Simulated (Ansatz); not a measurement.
## Ni in Ansatz: the effect of functional

The system is Ni.

```
CELL_PARAMETERS angstrom
-1.38372 1.38372 1.38372
1.38372 -1.38372 1.38372
1.38372 1.38372 -1.38372
ATOMIC_POSITIONS crystal
Ni 0.00000 0.00000 0.00000
```

This isn't the form of Ni at room conditions, which is fcc.

Alike in all runs:

* Program: Ansatz 0.2.0
* Task: band structure
* Potentials or basis: Ansatz PAW
* k mesh: 8 × 8 × 8
* Occupations: fermi-dirac, width 0.05 eV
* Spin: collinear spin, ferromagnetic start
* Starting moments: [1.0] μB

```csv
functional,cutoff,pressure (GPa),moment (μB)
LDA,420 eV (not typed: the program's choice for these potentials),?,?
PBEsol,420 eV (not typed: the program's choice for these potentials),-2.3,0.55
r2SCAN,500 eV (not typed: the program's choice for these potentials),-0.3,0.59
```

Question: What does the run with functional LDA give?

Answer: Pressure -10.1 GPa; moment 0.52 μB.

Caveats: all runs use coarse meshes; the PAW data sets come from PBE, with cores solved anew for the run's functional, which leaves a small shift of forces and pressure; the magnetic or orbital state may not be the lowest (some runs).
